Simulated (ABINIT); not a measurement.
Crystal: TiTe2.

```
CELL_PARAMETERS angstrom
3.77700 0.00000 0.00000
-1.88850 3.27098 0.00000
0.00000 0.00000 6.49800
ATOMIC_POSITIONS crystal
Te 0.33333 0.66667 0.73720
Te 0.66667 0.33333 0.26280
Ti 0.00000 0.00000 0.00000
```

Base run:

* Program: ABINIT 10.8.3 (patched build)
* Functional: BP86
* Potentials or basis: JTH PAW PBE v2.0
* Cutoff: 408 eV
* k mesh: 8 × 8 × 4
* Occupations: fermi-dirac, width 0.05 eV
* Spin: no spin polarisation

Its results: band gap on the k mesh none (metal or under the smearing width); pressure 1.7 GPa; largest force 0.009 eV/Å.

Problem. The run is repeated on the same cell with these changes: functional from BP86 to SOGGA. What comes out?

Solution. Band gap on the k mesh none (metal or under the smearing width); pressure -3.1 GPa; largest force 0.082 eV/Å.

Caveats: the PAW data sets were made with another functional, which shifts forces and pressure a little.

Not every run made on this cell is shown here.
